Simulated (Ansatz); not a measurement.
**ZrC: convergence with the k mesh**

Aim: hold ZrC and all else fixed and vary the k mesh, to see how far energy and properties move.

Program: Ansatz 0.2.0. Level of theory: DFT PBE, with the methods named in each step. These are calculated values, not measurements.

## 1. Starting point

It takes space group Fm-3m (No. 225, cubic). Conventional cell: a = 4.700 Å, b = 4.700 Å, c = 4.700 Å, α = 90.00°, β = 90.00°, γ = 90.00°. Around Zr (site symmetry m-3m) lie 6 C at 2.35 Å. C (site symmetry m-3m) is surrounded by 6 Zr at 2.35 Å.

Coordinates:

```
CELL_PARAMETERS angstrom
0.00000 2.35021 2.35021
2.35021 0.00000 2.35021
2.35021 2.35021 0.00000
ATOMIC_POSITIONS crystal
Zr 0.50000 0.50000 0.50000
C 0.00000 0.00000 0.00000
```

The cell comes from a crystallographic database entry that wasn't checked; take it as a given geometry, which may be far from equilibrium.

Atoms are numbered in the order of the input: Zr1, C2.

## 2. With k mesh [4, 4, 4]

Input file input.yaml:

```yaml
crystal:
  lattice:
    - [0.0, 2.35021, 2.35021]
    - [2.35021, 0.0, 2.35021]
    - [2.35021, 2.35021, 0.0]
  atoms:
    - { symbol: Zr, position: [0.5, 0.5, 0.5] }
    - { symbol: C, position: [0.0, 0.0, 0.0] }
kpoints:
  mp_grid: { grid: [4, 4, 4] }
scf:
  occupations: { method: fermi_dirac, width: 0.05 }
hamiltonian:
  xc: pbe
  pseudopotentials: { kind: all_electron, lapw: { basis_error: 0.00025 } }
output:
  forces: true
  stress: true
  eigenvalues: true
```

Output (excerpt; [...] marks lines left out):

```text
LAPW: plane waves up to 8.854 Å⁻¹, error target 2.5e-4 eV per atom; small_component_spin mean_spin; C in spheres of 1.053 Å, 6 of its electrons in bands, Dirac shells []; Zr in spheres of 1.298 Å, 30 of its electrons in bands, Dirac shells []
[...]
Pseudopotentials: kind: all_electron
Pseudopotential: Zr, LAPW, valence charge 30, Koelling and Harmon's equation, gaussian nucleus
Pseudopotential: C, LAPW, valence charge 6, Koelling and Harmon's equation, gaussian nucleus
Functional definition: PBE
[...]
Crystal: 2 atoms, lattice volume = 25.963 Å³
Basis set: ecut = 298.70551938869244 eV, 307 PW (Γ), exchange–correlation at level 2
Bands: 22, of which v1, the nominal top of the filled ones, is band 18 counted from 1 (17 counted from 0)
Symmetry: 48 space group operations
Space group: Fm-3m (ITA 225), of the structure as read, at distance tolerance 3.0e-5 Å
k-points: 8 of 64
[...]
SCF iter   1: F=—  HF=-98967.505725 eV  |F-HF|=—  |Δ(HF+E_count)|=         —  Δρ=1.20e-1  dr2=5.43e0  ethr=1.51e-2  ⟨swp⟩=2.0  Hψ=1149  notcnv=0
[...]
the basis was enlarged: its passes take 326.3 KiB over the memory plan, 1 of 1 planned eigensolver slots
[...]
SCF iter   8: F=-98965.650658 eV  HF=-98965.650658 eV  |F-HF|=5.44e-9  |Δ(HF+E_count)|=   1.09e-6  Δρ=3.06e-6  dr2=2.32e-9  ethr=2.60e-9  ⟨swp⟩=2.9  Hψ=555  notcnv=0
[...]
SCF converged after 8 iterations
Free energy (F): -98965.650658 eV
[...]
E sigma→0 (E₀):  -98965.649593 eV
Entropy (-TS):   -0.002130 eV (-1.065 meV/atom)
Fermi energy:    16.331387 eV
[...]
--- Forces (eV/Å), atoms counted from 1 ---
  atom   1  Zr     0.00000000    -0.00000000    -0.00000000
  atom   2  C     -0.00000000     0.00000000     0.00000000
[...]
--- Stress (GPa, compression-positive) ---
        0.385643       0.000000       0.000000
        0.000000       0.385643       0.000000
        0.000000       0.000000       0.385643
  P = ⅓ Tr σ = 0.3856 GPa (3.856 kbar)
--- Band table (eV; the first three rows and the last of 8) ---
  k-point 0: bands = ["-381.3745", "-294.2555", "-294.2555", "-294.2555", "-248.2135", "-151.4202", "-151.4202", "-151.4202", "-151.4098", "-151.4098", "-31.5403", "-9.2570", "-9.2570", "-9.2570", "5.1665", "17.3872", "17.3872", "17.3872", "17.6282", "17.6282", "17.6282", "19.3461"]
[...]
```

Run time: 2.1 s. Hardware: 1 thread, shared host.

This run gives: pressure 0.39 GPa; no gap.

## 3. With k mesh [4, 4, 4], PAW files

input.yaml: that of step 2 with these lines changed.

```diff
@@ -14,3 +14,3 @@
   xc: pbe
-  pseudopotentials: { kind: all_electron, lapw: { basis_error: 0.00025 } }
+  pseudopotentials: { kind: paw }
 output:
@@ -19 +19,2 @@
   eigenvalues: true
+  efg: { contact_densities: true }
```

Output (excerpt; [...] marks lines left out):

```text
Zr: output.efg is read without spin–orbit coupling, which moves field gradients at and beside such atoms by some per cent and up to a factor of two; PAW files take it under magnetization.noncollinear and magnetization.spin_orbit
[...]
Pseudopotentials: kind: paw
Pseudopotential: Zr, paw, valence charge 12, recommended cutoff 420 eV (normal)
Pseudopotential: C, paw, valence charge 4, recommended cutoff 420 eV (normal)
[... 1 set-up line as earlier in the session ...]
[...]
Crystal: 2 atoms, lattice volume = 25.963 Å³
Basis set: ecut = 420 eV, 531 PW (Γ), exchange–correlation on 48×48×48 points (8 copies of the dense FFT grid, shifted against one another)
Bands: 12, of which v1, the nominal top of the filled ones, is band 8 counted from 1 (7 counted from 0)
[... 2 set-up lines as earlier in the session ...]
k-points: 8 of 64
[...]
Fermi energy:    14.679400 eV
[...]
--- Forces (eV/Å), atoms counted from 1 ---
  atom   1  Zr     0.00000000    -0.00000000     0.00000000
  atom   2  C     -0.00000000    -0.00000000    -0.00000000
[...]
--- Stress (GPa, compression-positive) ---
        0.315715      -0.000000       0.000000
        0.000000       0.315715       0.000000
        0.000000       0.000000       0.315715
  P = ⅓ Tr σ = 0.3157 GPa (3.157 kbar)
--- PAW observables at the nuclei: V_zz in 10²¹ V/m², potentials from the cell's mean, atoms counted from 1 ---
  atom   1  Zr V_zz =    +0.000000   η = 0.0000   by run symmetry: forbidden
            electrostatic potential = -5929.926135 V   contact ρ = 490519.249400 e/Å³
  atom   2  C  V_zz =    -0.000000   η = 0.0000   by run symmetry: forbidden
            electrostatic potential = -423.491906 V   contact ρ = 869.884720 e/Å³
--- Band table (eV; the first three rows and the last of 8) ---
  k-point 0: bands = ["-33.1930", "-10.9089", "-10.9089", "-10.9089", "3.5137", "15.7348", "15.7348", "15.7348", "15.9765", "15.9765", "15.9765", "17.6950"]
[...]
```

It took 1.6 s on 1 thread, shared host.

Result: pressure 0.32 GPa; no gap.

## 4. With k mesh [8, 8, 8]

input.yaml: that of step 3 with these lines changed.

```diff
@@ -9,3 +9,3 @@
 kpoints:
-  mp_grid: { grid: [4, 4, 4] }
+  mp_grid: { grid: [8, 8, 8] }
 scf:
@@ -14,3 +14,3 @@
   xc: pbe
-  pseudopotentials: { kind: paw }
+  pseudopotentials: { kind: all_electron, lapw: { basis_error: 0.00025 } }
 output:
@@ -19,2 +19 @@
   eigenvalues: true
-  efg: { contact_densities: true }
```

Output (excerpt; [...] marks lines left out):

```text
LAPW: plane waves up to 8.854 Å⁻¹, error target 2.5e-4 eV per atom; small_component_spin mean_spin; C in spheres of 1.053 Å, 6 of its electrons in bands, Dirac shells []; Zr in spheres of 1.298 Å, 30 of its electrons in bands, Dirac shells []
[...]
[... 4 set-up lines as earlier in the session ...]
[...]
Crystal: 2 atoms, lattice volume = 25.963 Å³
Basis set: ecut = 298.70551938869244 eV, 307 PW (Γ), exchange–correlation at level 2
Bands: 22, of which v1, the nominal top of the filled ones, is band 18 counted from 1 (17 counted from 0)
[... 2 set-up lines as earlier in the session ...]
k-points: 29 of 512
[...]
the basis was enlarged: its passes take 366.3 KiB over the memory plan, 1 of 1 planned eigensolver slots
[...]
SCF iter   8: F=-98965.692119 eV  HF=-98965.692119 eV  |F-HF|=4.41e-9  |Δ(HF+E_count)|=   2.02e-6  Δρ=3.39e-6  dr2=2.23e-9  ethr=3.79e-9  ⟨swp⟩=2.3  Hψ=1989  notcnv=0
[...]
SCF converged after 8 iterations
Free energy (F): -98965.692119 eV
[...]
E sigma→0 (E₀):  -98965.690684 eV
Entropy (-TS):   -0.002870 eV (-1.435 meV/atom)
Fermi energy:    16.472555 eV
[...]
--- Forces (eV/Å), atoms counted from 1 ---
  atom   1  Zr     0.00000000     0.00000000     0.00000000
  atom   2  C      0.00000000     0.00000000     0.00000000
[...]
--- Stress (GPa, compression-positive) ---
        1.238080       0.000000       0.000000
        0.000000       1.238080      -0.000000
        0.000000      -0.000000       1.238080
  P = ⅓ Tr σ = 1.2381 GPa (12.381 kbar)
--- Band table (eV; the first three rows and the last of 29) ---
[... band rows left out ...]
[...]
```

Wall time 5.1 s (1 thread, shared host).

This run gives: pressure 1.24 GPa; no gap.

## 5. With k mesh [8, 8, 8], PAW files

input.yaml: that of step 4 with these lines changed.

```diff
@@ -14,3 +14,3 @@
   xc: pbe
-  pseudopotentials: { kind: all_electron, lapw: { basis_error: 0.00025 } }
+  pseudopotentials: { kind: paw }
 output:
@@ -19 +19,2 @@
   eigenvalues: true
+  efg: { contact_densities: true }
```

Output (excerpt; [...] marks lines left out):

```text
Zr: output.efg is read without spin–orbit coupling, which moves field gradients at and beside such atoms by some per cent and up to a factor of two; PAW files take it under magnetization.noncollinear and magnetization.spin_orbit
[...]
[... 4 set-up lines as earlier in the session ...]
[...]
Crystal: 2 atoms, lattice volume = 25.963 Å³
Basis set: ecut = 420 eV, 531 PW (Γ), exchange–correlation on 48×48×48 points (8 copies of the dense FFT grid, shifted against one another)
Bands: 12, of which v1, the nominal top of the filled ones, is band 8 counted from 1 (7 counted from 0)
[... 2 set-up lines as earlier in the session ...]
k-points: 29 of 512
[...]
Fermi energy:    14.820314 eV
[...]
--- Forces (eV/Å), atoms counted from 1 ---
  atom   1  Zr     0.00000000    -0.00000000    -0.00000000
  atom   2  C     -0.00000000     0.00000000    -0.00000000
[...]
--- Stress (GPa, compression-positive) ---
        1.175306      -0.000000      -0.000000
       -0.000000       1.175306      -0.000000
       -0.000000       0.000000       1.175306
  P = ⅓ Tr σ = 1.1753 GPa (11.753 kbar)
--- PAW observables at the nuclei: V_zz in 10²¹ V/m², potentials from the cell's mean, atoms counted from 1 ---
  atom   1  Zr V_zz =    -0.000000   η = 0.0000   by run symmetry: forbidden
            electrostatic potential = -5929.901528 V   contact ρ = 490519.775480 e/Å³
  atom   2  C  V_zz =    +0.000000   η = 0.0000   by run symmetry: forbidden
            electrostatic potential = -423.618927 V   contact ρ = 869.760705 e/Å³
--- Band table (eV; the first three rows and the last of 29) ---
  k-point 0: bands = ["-33.2333", "-10.9461", "-10.9461", "-10.9461", "3.5580", "15.8014", "15.8014", "15.8014", "15.9597", "15.9597", "15.9597", "17.6773"]
[...]
```

Run time: 1.8 s. Hardware: 1 thread, shared host.

Result: pressure 1.18 GPa; no gap.

## 6. With k mesh [11, 11, 11]

input.yaml: that of step 5 with these lines changed.

```diff
@@ -9,3 +9,3 @@
 kpoints:
-  mp_grid: { grid: [8, 8, 8] }
+  mp_grid: { grid: [11, 11, 11] }
 scf:
@@ -14,3 +14,3 @@
   xc: pbe
-  pseudopotentials: { kind: paw }
+  pseudopotentials: { kind: all_electron, lapw: { basis_error: 0.00025 } }
 output:
@@ -19,2 +19 @@
   eigenvalues: true
-  efg: { contact_densities: true }
```

Output (excerpt; [...] marks lines left out):

```text
LAPW: plane waves up to 8.854 Å⁻¹, error target 2.5e-4 eV per atom; small_component_spin mean_spin; C in spheres of 1.053 Å, 6 of its electrons in bands, Dirac shells []; Zr in spheres of 1.298 Å, 30 of its electrons in bands, Dirac shells []
[...]
[... 4 set-up lines as earlier in the session ...]
[...]
Crystal: 2 atoms, lattice volume = 25.963 Å³
Basis set: ecut = 298.70551938869244 eV, 307 PW (Γ), exchange–correlation at level 2
Bands: 22, of which v1, the nominal top of the filled ones, is band 18 counted from 1 (17 counted from 0)
[... 2 set-up lines as earlier in the session ...]
k-points: 56 of 1331
[...]
the basis was enlarged: its passes take 366.3 KiB over the memory plan, 1 of 1 planned eigensolver slots
[...]
SCF iter   8: F=-98965.692696 eV  HF=-98965.692696 eV  |F-HF|=3.77e-9  |Δ(HF+E_count)|=   2.10e-6  Δρ=3.55e-6  dr2=2.63e-9  ethr=3.96e-9  ⟨swp⟩=2.3  Hψ=3842  notcnv=0
[...]
SCF converged after 8 iterations
Free energy (F): -98965.692696 eV
[...]
E sigma→0 (E₀):  -98965.691068 eV
Entropy (-TS):   -0.003256 eV (-1.628 meV/atom)
Fermi energy:    16.560615 eV
[...]
--- Forces (eV/Å), atoms counted from 1 ---
  atom   1  Zr     0.00000000    -0.00000000     0.00000000
  atom   2  C     -0.00000000     0.00000000     0.00000000
[...]
--- Stress (GPa, compression-positive) ---
        1.282487       0.000000       0.000000
        0.000000       1.282487       0.000000
        0.000000       0.000000       1.282487
  P = ⅓ Tr σ = 1.2825 GPa (12.825 kbar)
--- Band table (eV; the first three rows and the last of 56) ---
[... band rows left out ...]
[...]
```

Run time: 8.4 s. Hardware: 1 thread, shared host.

Read from it: pressure 1.28 GPa; no gap.

## 7. With k mesh [11, 11, 11], PAW files

input.yaml: that of step 6 with these lines changed.

```diff
@@ -14,3 +14,3 @@
   xc: pbe
-  pseudopotentials: { kind: all_electron, lapw: { basis_error: 0.00025 } }
+  pseudopotentials: { kind: paw }
 output:
@@ -19 +19,2 @@
   eigenvalues: true
+  efg: { contact_densities: true }
```

Output (excerpt; [...] marks lines left out):

```text
Zr: output.efg is read without spin–orbit coupling, which moves field gradients at and beside such atoms by some per cent and up to a factor of two; PAW files take it under magnetization.noncollinear and magnetization.spin_orbit
[...]
[... 4 set-up lines as earlier in the session ...]
[...]
Crystal: 2 atoms, lattice volume = 25.963 Å³
Basis set: ecut = 420 eV, 531 PW (Γ), exchange–correlation on 48×48×48 points (8 copies of the dense FFT grid, shifted against one another)
Bands: 12, of which v1, the nominal top of the filled ones, is band 8 counted from 1 (7 counted from 0)
[... 2 set-up lines as earlier in the session ...]
k-points: 56 of 1331
[...]
Fermi energy:    14.908473 eV
[...]
--- Forces (eV/Å), atoms counted from 1 ---
  atom   1  Zr     0.00000000    -0.00000000     0.00000000
  atom   2  C     -0.00000000     0.00000000    -0.00000000
[...]
--- Stress (GPa, compression-positive) ---
        1.220738       0.000000       0.000000
       -0.000000       1.220738       0.000000
        0.000000      -0.000000       1.220738
  P = ⅓ Tr σ = 1.2207 GPa (12.207 kbar)
--- PAW observables at the nuclei: V_zz in 10²¹ V/m², potentials from the cell's mean, atoms counted from 1 ---
  atom   1  Zr V_zz =    -0.000000   η = 0.0000   by run symmetry: forbidden
            electrostatic potential = -5929.902263 V   contact ρ = 490519.853025 e/Å³
  atom   2  C  V_zz =    +0.000000   η = 0.0000   by run symmetry: forbidden
            electrostatic potential = -423.616935 V   contact ρ = 869.774026 e/Å³
--- Band table (eV; the first three rows and the last of 56) ---
  k-point 0: bands = ["-33.2336", "-10.9463", "-10.9463", "-10.9463", "3.5567", "15.7996", "15.7996", "15.7996", "15.9596", "15.9596", "15.9596", "17.6771"]
[...]
```

Run time: 2.1 s. Hardware: 1 thread, shared host.

Read from it: pressure 1.22 GPa; no gap.

## 8. With k mesh [21, 21, 21]

input.yaml: that of step 7 with these lines changed.

```diff
@@ -9,3 +9,3 @@
 kpoints:
-  mp_grid: { grid: [11, 11, 11] }
+  mp_grid: { grid: [21, 21, 21] }
 scf:
@@ -14,3 +14,3 @@
   xc: pbe
-  pseudopotentials: { kind: paw }
+  pseudopotentials: { kind: all_electron, lapw: { basis_error: 0.00025 } }
 output:
@@ -19,2 +19 @@
   eigenvalues: true
-  efg: { contact_densities: true }
```

Output (excerpt; [...] marks lines left out):

```text
LAPW: plane waves up to 8.854 Å⁻¹, error target 2.5e-4 eV per atom; small_component_spin mean_spin; C in spheres of 1.053 Å, 6 of its electrons in bands, Dirac shells []; Zr in spheres of 1.298 Å, 30 of its electrons in bands, Dirac shells []
[...]
[... 4 set-up lines as earlier in the session ...]
[...]
Crystal: 2 atoms, lattice volume = 25.963 Å³
Basis set: ecut = 298.70551938869244 eV, 307 PW (Γ), exchange–correlation at level 2
Bands: 22, of which v1, the nominal top of the filled ones, is band 18 counted from 1 (17 counted from 0)
[... 2 set-up lines as earlier in the session ...]
k-points: 286 of 9261
[...]
the basis was enlarged: its passes take 366.3 KiB over the memory plan, 1 of 1 planned eigensolver slots
[...]
SCF iter  10: F=-98965.694646 eV  HF=-98965.694646 eV  |F-HF|=7.28e-11  |Δ(HF+E_count)|=   4.46e-8  Δρ=3.31e-6  dr2=2.77e-9  ethr=5.25e-10  ⟨swp⟩=2.0  Hψ=19476  notcnv=0
[...]
SCF converged after 10 iterations
Free energy (F): -98965.694646 eV
[...]
E sigma→0 (E₀):  -98965.693486 eV
Entropy (-TS):   -0.002321 eV (-1.161 meV/atom)
Fermi energy:    16.532236 eV
[...]
--- Forces (eV/Å), atoms counted from 1 ---
  atom   1  Zr     0.00000000    -0.00000000     0.00000000
  atom   2  C     -0.00000000     0.00000000    -0.00000000
[...]
--- Stress (GPa, compression-positive) ---
        1.256457      -0.000000       0.000000
       -0.000000       1.256457       0.000000
        0.000000       0.000000       1.256457
  P = ⅓ Tr σ = 1.2565 GPa (12.565 kbar)
--- Band table (eV; the first three rows and the last of 286) ---
[... band rows left out ...]
[...]
```

Wall time 44 s (1 thread, shared host).

In short: pressure 1.26 GPa; no gap.

## 9. With k mesh [21, 21, 21], PAW files

input.yaml: that of step 8 with these lines changed.

```diff
@@ -14,3 +14,3 @@
   xc: pbe
-  pseudopotentials: { kind: all_electron, lapw: { basis_error: 0.00025 } }
+  pseudopotentials: { kind: paw }
 output:
@@ -19 +19,2 @@
   eigenvalues: true
+  efg: { contact_densities: true }
```

Output (excerpt; [...] marks lines left out):

```text
Zr: output.efg is read without spin–orbit coupling, which moves field gradients at and beside such atoms by some per cent and up to a factor of two; PAW files take it under magnetization.noncollinear and magnetization.spin_orbit
[...]
[... 4 set-up lines as earlier in the session ...]
[...]
Crystal: 2 atoms, lattice volume = 25.963 Å³
Basis set: ecut = 420 eV, 531 PW (Γ), exchange–correlation on 48×48×48 points (8 copies of the dense FFT grid, shifted against one another)
Bands: 12, of which v1, the nominal top of the filled ones, is band 8 counted from 1 (7 counted from 0)
[... 2 set-up lines as earlier in the session ...]
k-points: 286 of 9261
[...]
Fermi energy:    14.880083 eV
[...]
--- Forces (eV/Å), atoms counted from 1 ---
  atom   1  Zr     0.00000000    -0.00000000     0.00000000
  atom   2  C     -0.00000000    -0.00000000    -0.00000000
[...]
--- Stress (GPa, compression-positive) ---
        1.193758      -0.000000      -0.000000
        0.000000       1.193758       0.000000
        0.000000       0.000000       1.193758
  P = ⅓ Tr σ = 1.1938 GPa (11.938 kbar)
--- PAW observables at the nuclei: V_zz in 10²¹ V/m², potentials from the cell's mean, atoms counted from 1 ---
  atom   1  Zr V_zz =    +0.000000   η = 0.0000   by run symmetry: forbidden
            electrostatic potential = -5929.901711 V   contact ρ = 490519.892656 e/Å³
  atom   2  C  V_zz =    -0.000000   η = 0.0000   by run symmetry: forbidden
            electrostatic potential = -423.616765 V   contact ρ = 869.777762 e/Å³
--- Band table (eV; the first three rows and the last of 286) ---
  k-point 0: bands = ["-33.2335", "-10.9463", "-10.9463", "-10.9463", "3.5566", "15.7994", "15.7994", "15.7994", "15.9596", "15.9596", "15.9596", "17.6771"]
[...]
```

Wall time 4.7 s (1 thread, shared host).

Read from it: pressure 1.19 GPa; no gap.

## 10. All runs together

```
        k mesh  energy from the last row of the method (meV/atom)  pressure (GPa)  SCF cycles, all passes   time
   4×4×4, LAPW                                              21.95            0.39                       8  2.1 s
    4×4×4, PAW                                              21.85            0.32                       6  1.6 s
   8×8×8, LAPW                                               1.40            1.24                       8  5.1 s
    8×8×8, PAW                                               1.37            1.18                       6  1.8 s
11×11×11, LAPW                                               1.21            1.28                       8  8.4 s
 11×11×11, PAW                                               1.21            1.22                       6  2.1 s
21×21×21, LAPW                                               0.00            1.26                      10   44 s
 21×21×21, PAW                                               0.00            1.19                       6  4.7 s
```

Energies are those extrapolated to zero smearing.

## 11. Outcome

| quantity | value |
| --- | --- |
| energy error of the loosest run (LAPW) | 21.9 meV/atom |
| within 1 meV/atom from | no run before the tightest |
| pressure, lowest to highest (LAPW) | 0.39 to 1.28 GPa |

In words: The loosest usable run is off by 21.9 meV/atom from the tightest; even the run before the tightest is more than 1 meV/atom away, so the sweep hasn't shown convergence. Without a gap the Fermi surface must be resolved, so the energy converges slowly and unevenly with the mesh. The pressure spans 0.90 GPa (LAPW). The tightest run took 44 s against 2.1 s for the loosest.
